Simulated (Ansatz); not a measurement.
Take LaAlO3 (space group R-3c, No. 167) as the base.

```xyz
10
Lattice="2.7066 1.5626 4.3978 -2.7066 1.5626 4.3978 0.0000 -3.1253 4.3978" Properties=species:S:1:pos:R:3 pbc="T T T"
La     0.0000     0.0000     3.2984
La     0.0000     0.0000     9.8951
Al     0.0000     0.0000     0.0000
Al     0.0000     0.0000     6.5967
O      0.2106     1.5626     7.6962
O     -1.4586    -0.5990     7.6962
O      1.2480    -0.9637     7.6962
O     -0.2106    -1.5626     5.4973
O      1.4586     0.5990     5.4973
O     -1.2480     0.9637     5.4973
```

Cartesian axes are those of the cell as printed.

Calculations: DFT with PBE, PAW potentials and a 420 eV plane-wave cutoff in Ansatz (a quantum-chemistry and plane-wave program), no spin-orbit coupling.

Before the change:

- Valley order: Γ 4.02 eV; F (1/2, 0, 1/2) 4.51 eV
- Smallest direct gap: 4.08 eV

One thing is altered: uniaxial strain ε_yy = +0.98 %, all other strain components held at zero, atoms relaxed at fixed cell.

**Question.** What does the calculation give for the valley order, largest internal atomic displacement, energy relative to the base and smallest direct gap after the change?

**Answer.** The valley order (the lowest conduction-band minima on the path, energy above the VBM, named in the base's zone) becomes Γ 3.93 eV; F (1/2, 0, 1/2) 4.46 eV; F (1/2, 1/2, 0) 4.47 eV (base: Γ 4.02 eV; F (1/2, 0, 1/2) 4.51 eV); the largest internal atomic displacement is 0.037 Å; the energy goes up by 1.1 meV/atom; the smallest direct gap shrinks by 0.092 eV to 3.98 eV.

Whether these cells are dynamically stable was not tested.
